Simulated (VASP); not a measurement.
# Ag (P6_3/mmc) in VASP: single point with PBEsol

Aim: the single point of Ag with PBEsol.

All numbers are computed with VASP 6.6.1; they aren't measurements. Logs are shortened: lines on timing, memory, paths and dates and some standing lists are left out, and cuts for length are marked.

## Step 1: The crystal as given

The structure is hexagonal, space group P6_3/mmc (No. 194). Conventional cell: a = 2.886 Å, b = 2.886 Å, c = 10.000 Å, α = 90.00°, β = 90.00°, γ = 120.00°. Ag (site symmetry -6m2) has 12 Ag at 2.89 to 3.00 Å as nearest neighbours. Around Ag (site symmetry -3m) lie 12 Ag at 2.89 to 3.00 Å.

This isn't the form of Ag at room conditions, which is fcc.

## Step 2: Single point, PBEsol

Input file INCAR:

```
SYSTEM = Ag
PREC = Accurate ; ENCUT = 520
EDIFF = 1E-6 ; ISMEAR = 0
SIGMA = 0.3 ; LREAL = .False.
LASPH = .True. ; NELM = 100
ALGO = Normal ; ISIF = 2
LWAVE = .False. ; LCHARG = .False.
GGA = PS ; NBANDS = 30
```

Input file KPOINTS:

```
Automatic mesh
0
Gamma
  11 11 3
  0 0 0
```

Input file POSCAR:

```
Ag
1.0
    2.8862000000      0.0000000000      0.0000000000
   -1.4431000000      2.4995225200      0.0000000000
    0.0000000000      0.0000000000     10.0000000000
Ag
4
Direct
    0.3333333300      0.6666666700      0.2500000000
    0.6666666700      0.3333333300      0.7500000000
    0.0000000000      0.0000000000      0.0000000000
    0.0000000000      0.0000000000      0.5000000000
```

Potentials or basis: VASP PAW PBE potentials, release 64 (Ag).

On the command line:

```bash
$ cat potpaw_PBE.64/Ag/POTCAR > POTCAR
$ mpirun -np 1 vasp_std > vasp.out
```

OUTCAR:

```text
SYSTEM = Ag
   PREC = Accurate
   ENCUT = 520
   EDIFF = 1E-6
   ISMEAR = 0
   LREAL = .False.
   LASPH = .True.
   NELM = 100
   ISIF = 2
   GGA = PS

 ion  position               nearest neighbor table
   1  0.333  0.667  0.250-   3 3.00   4 3.00   3 3.00   4 3.00   3 3.00   4 3.00
   2  0.667  0.333  0.750-   3 3.00   4 3.00   3 3.00   4 3.00   3 3.00   4 3.00
   3  0.000  0.000  0.000-   1 3.00   2 3.00   1 3.00   2 3.00   2 3.00   1 3.00
   4  0.000  0.000  0.500-   1 3.00   2 3.00   1 3.00   2 3.00   2 3.00   1 3.00

  LATTYP: Found a hexagonal cell.
 ALAT       =     2.8862000000
 C/A-ratio  =     3.4647633567

  Lattice vectors:

 A1 = (   2.8862000000,   0.0000000000,   0.0000000000)
 A2 = (  -1.4431000000,   2.4995225200,   0.0000000000)
 A3 = (   0.0000000000,   0.0000000000,  10.0000000000)

Analysis of symmetry for initial positions (statically):
=====================================================================
 Subroutine PRICEL returns:
 Original cell was already a primitive cell.

 Routine SETGRP: Setting up the symmetry group for a
 hexagonal supercell.

 Subroutine GETGRP returns: Found 24 space group operations
 (whereof 12 operations were pure point group operations)
 out of a pool of 24 trial point group operations.

The static configuration has the point symmetry D_3d.
 The point group associated with its full space group is D_6h.

Analysis of symmetry for dynamics (positions and initial velocities):
=====================================================================
 Subroutine PRICEL returns:
 Original cell was already a primitive cell.

 Routine SETGRP: Setting up the symmetry group for a
 hexagonal supercell.

 Subroutine GETGRP returns: Found 24 space group operations
 (whereof 12 operations were pure point group operations)
 out of a pool of 24 trial point group operations.

The dynamic configuration has the point symmetry D_3d.
 The point group associated with its full space group is D_6h.

 Subroutine INISYM returns: Found 24 space group operations
 (whereof 12 operations are pure point group operations),
 and found     1 'primitive' translations

----------------------------------------------------------------------------------------

                                     Primitive cell

  volume of cell :      72.1412

  direct lattice vectors                    reciprocal lattice vectors
     2.886200000  0.000000000  0.000000000     0.346476336  0.200038206  0.000000000
    -1.443100000  2.499522520  0.000000000     0.000000000  0.400076411  0.000000000
     0.000000000  0.000000000 10.000000000     0.000000000  0.000000000  0.100000000

  length of vectors
     2.886200000  2.886200000 10.000000000     0.400076411  0.400076411  0.100000000

  position of ions in fractional coordinates (direct lattice)
     0.333333330  0.666666670  0.250000000
     0.666666670  0.333333330  0.750000000
     0.000000000  0.000000000  0.000000000
     0.000000000  0.000000000  0.500000000

  ion indices of the primitive-cell ions
   primitive index   ion index
                 1           1
                 2           2
                 3           3
                 4           4

----------------------------------------------------------------------------------------

 KPOINTS: Automatic mesh

Automatic generation of k-mesh.
 Grid dimensions read from file:
 generate k-points for:   11   11    3

 Generating k-lattice:

  Cartesian coordinates                     Fractional coordinates (reciprocal lattice)
     0.031497849  0.018185291  0.000000000     0.090909091  0.000000000  0.000000000
     0.000000000  0.036370583  0.000000000     0.000000000  0.090909091  0.000000000
     0.000000000  0.000000000  0.033333333     0.000000000  0.000000000  0.333333333

  Length of vectors
     0.036370583  0.036370583  0.033333333

  Shift w.r.t. Gamma in fractional coordinates (k-lattice)
     0.000000000  0.000000000  0.000000000

 Subroutine IBZKPT returns following result:
 ===========================================

 Found     32 irreducible k-points:

 Following reciprocal coordinates:
            Coordinates               Weight
  0.000000  0.000000  0.000000      1.000000
  0.090909  0.000000  0.000000      6.000000
  0.181818 -0.000000  0.000000      6.000000
  0.272727  0.000000  0.000000      6.000000
  0.363636  0.000000  0.000000      6.000000
  0.454545 -0.000000  0.000000      6.000000
[... 16 lines left out ...]
  0.090909  0.090909  0.333333     12.000000
  0.181818  0.090909  0.333333     24.000000
 [... further k-points ...]
   k-points           NKPTS =     32   k-points in BZ     NKDIM =     32   number of bands    NBANDS=     30
   number of dos      NEDOS =    301   number of ions     NIONS =      4
   total plane-waves  NPLWV =  46080
   dimension x,y,z NGX =    24 NGY =   24 NGZ =   80
   dimension x,y,z NGXF=    48 NGYF=   48 NGZF=  160
   ions per type =               4
   NGX,Y,Z   is equivalent  to a cutoff of  13.82, 13.82, 13.30 a.u.
   NGXF,Y,Z  is equivalent  to a cutoff of  27.65, 27.65, 26.60 a.u.
 SYSTEM =  Ag
   PREC   = accura    normal or accurate (medium, high low for compatibility)
   ISTART =      0    job   : 0-new  1-cont  2-samecut
   ICHARG =      2    charge: 1-file 2-atom 10-const
   ISPIN  =      1    spin polarized calculation?
   LNONCOLLINEAR =      F non collinear calculations
   LSORBIT =      F    spin-orbit coupling
   LASPH  =      T    aspherical Exc in radial PAW
   ENCUT  =  520.0 eV  38.22 Ry    6.18 a.u.   5.37  5.37 18.59*2*pi/ulx,y,z
   NELM   =    100;   NELMIN=  2; NELMDL= -5     # of ELM steps
   EDIFF  = 0.1E-05   stopping-criterion for ELM
   LREAL  =      F    real-space projection
   EDIFFG = 0.1E-04   stopping-criterion for IOM
   NSW    =      0    number of steps for IOM
   IBRION =     -1    ionic relax: 0-MD 1-quasi-New 2-CG
   NFREE  =      0    steps in history (QN), initial steepest desc. (CG)
   ISIF   =      2    stress and relaxation
   ISYM   =      2    0-nonsym 1-usesym 2-fastsym
   POTIM  = 0.5000    time-step for ionic-motion
   TEBEG  =    0.0;   TEEND  =   0.0 temperature during run
   PSTRESS=    0.0 pullay stress
   NELECT =      44.0000    total number of electrons
   NUPDOWN=      -1.0000    fix difference up-down
   EMIN   =  10.00;   EMAX   =-10.00  energy-range for DOS
   EFERMI =   0.00;   METHOD = LEGACY
   ISMEAR =     0;   SIGMA  =   0.30  broadening in eV -4-tet -1-fermi 0-gaus
   EFERMI_NEDOS =   21; number of points for ismear=-14 and -15
   IALGO  =     38    algorithm
   IMIX   =      4    mixing-type and parameters
     AMIX     =   0.40;   BMIX     =  1.00
     AMIX_MAG =   1.60;   BMIX_MAG =  1.00
  volume/ion in A,a.u.               =      18.04       121.71
  Fermi-wavevector in a.u.,A,eV,Ry     =   1.388347  2.623595 26.225315  1.927506
  Thomas-Fermi vector in A             =   2.512481
   LORBIT       =      0    0 simple, 1 ext, 2 COOP (PROOUT), +10 PAW based schemes
   GGA     = PS    functional components
   LHFCALC =     F    Hartree Fock is set to
   AEXX    =    0.0000 exact exchange contribution
   IVDW    =     0    specifies the selected vdW correction
   LEPSILON=     F    determine dielectric tensor
   LRPA    =     F    only Hartree local field effects (RPA)
 non-spin polarized calculation
 Gauss-broadening in eV      SIGMA  =   0.30
  energy-cutoff  :      520.00
  volume of cell :       72.14
 maximum number of plane-waves:      1993
 NGX is ok and might be reduce to    24
   NGX = 11   NGY = 11   NGZ = 37

 number of electron      43.9999999 magnetization

 Free energy of the ion-electron system (eV)
  ---------------------------------------------------
  ext. energy  EPLUGINS =         0.00000000
  ---------------------------------------------------
  free energy    TOTEN  =       -13.08828702 eV

  energy without entropy =      -13.03585417  energy(sigma->0) =      -13.06207060

 E-fermi :   7.5084     XC(G=0): -12.0774

 val. band max:        7.4409796765   @ k =   0.0909   0.0000   0.0000
 cond. band min:       7.5152489714   @ k =   0.2727   0.0909   0.3333
 fundamental gap:      0.0742692949
 Fermi energy:         7.5084364445

 k-point     1 :       0.0000    0.0000    0.0000
  band No.  band energies     occupation
      1       0.0494      2.00000
      2       1.2319      2.00000
      3       1.2321      2.00000
      4       1.3517      2.00000
      5       2.6724      2.00000
      6       2.9111      2.00000
[... 22 lines left out ...]
     29      23.2215      0.00000
     30      24.1654      0.00000

 k-point     2 :       0.0909    0.0000    0.0000
  band No.  band energies     occupation
      1       0.2796      2.00000
      2       1.4327      2.00000
      3       1.4347      2.00000
      4       1.4976      2.00000
      5       2.7080      2.00000
      6       2.7631      2.00000
[... 22 lines left out ...]
     29      23.0496      0.00000
     30      23.3501      0.00000

 k-point     3 :       0.1818   -0.0000    0.0000
  band No.  band energies     occupation
      1       0.9042      2.00000
      2       1.7733      2.00000
      3       1.8750      2.00000
      4       1.9151      2.00000
      5       2.4446      2.00000
      6       2.5506      2.00000
[... 22 lines left out ...]
     29      20.9340      0.00000
     30      20.9451      0.00000

 k-point     4 :       0.2727    0.0000    0.0000
  band No.  band energies     occupation
      1       1.5390      2.00000
      2       1.7725      2.00000
      3       1.8755      2.00000
      4       2.0375      2.00000
      5       2.2717      2.00000
      6       2.3047      2.00000
[... 616 lines left out ...]
     29      16.4073      0.00000
     30      17.5961      0.00000

 k-point    23 :       0.0909    0.0909    0.3333
  band No.  band energies     occupation
      1       0.8795      2.00000
      2       1.3231      2.00000
      3       1.7832      2.00000
      4       1.8589      2.00000
      5       2.5416      2.00000
      6       2.6100      2.00000
[... 22 lines left out ...]
     29      21.4327      0.00000
     30      21.7758      0.00000

 k-point    24 :       0.1818    0.0909    0.3333
  band No.  band energies     occupation
      1       1.5291      2.00000
      2       1.7862      2.00000
      3       2.0333      2.00000
      4       2.1569      2.00000
      5       2.4070      2.00000
      6       2.4965      2.00000
[... 22 lines left out ...]
     29      19.9919      0.00000
     30      20.5340      0.00000

 [... further k-points ...]

------------------------ aborting loop because EDIFF is reached ----------------------------------------

  FORCE on cell =-STRESS in cart. coord.  units (eV):
  Direction    XX          YY          ZZ          XY          YZ          ZX
  --------------------------------------------------------------------------------------
  -------------------------------------------------------------------------------------
  Total       -2.7110716     -2.7110716     -4.3689941      0.0000000     -0.0000000      0.0000000
  in kB      -60.2099260    -60.2099259    -97.0305650      0.0000000     -0.0000000      0.0000000
  external PRESSURE =     -72.4834723 kB  Pullay stress =       0.0000000 kB

 VOLUME and BASIS-vectors are now :
 -----------------------------------------------------------------------------
  energy-cutoff  :      520.00
  volume of cell :       72.14
      direct lattice vectors                 reciprocal lattice vectors
     2.886200000  0.000000000  0.000000000     0.346476336  0.200038206  0.000000000
    -1.443100000  2.499522520  0.000000000     0.000000000  0.400076411  0.000000000
     0.000000000  0.000000000 10.000000000     0.000000000  0.000000000  0.100000000

 POSITION                                       TOTAL-FORCE (eV/Angst)
 -----------------------------------------------------------------------------------
     -0.00000      1.66635      2.50000         0.000000     -0.000000      0.000000
      1.44310      0.83317      7.50000        -0.000000      0.000000     -0.000000
      0.00000      0.00000      0.00000        -0.000000      0.000000      0.000000
      0.00000      0.00000      5.00000        -0.000000      0.000000      0.000000
 -----------------------------------------------------------------------------------
    total drift:                                0.000000      0.000000     -0.000000

  FREE ENERGIE OF THE ION-ELECTRON SYSTEM (eV)
  ---------------------------------------------------
  free  energy   TOTEN  =       -13.0882870228 eV

  energy  without entropy=      -13.0358541696  energy(sigma->0) =      -13.06207060
```

It took 30 s on 1 thread of Intel Xeon Platinum 8559C (Emerald Rapids), shared host; peak memory 0.22 GiB.

Results:

```yaml
Free_energy: -13.0883 eV
Pressure: -7.2 GPa
Band_gap_on_the_k_mesh: none (metal or under the smearing width)
```

Levels at points of the mesh, in eV from the Fermi level:
| k point | band 20 | band 21 | band 22 | band 23 | band 24 | band 25 |
| --- | --- | --- | --- | --- | --- | --- |
| (0.00, 0.00, 0.00) | -3.33 | -3.33 | -3.02 | -3.02 | -0.72 | 2.50 |

Caveat: the PAW data sets were made with another functional, which shifts forces and pressure a little.
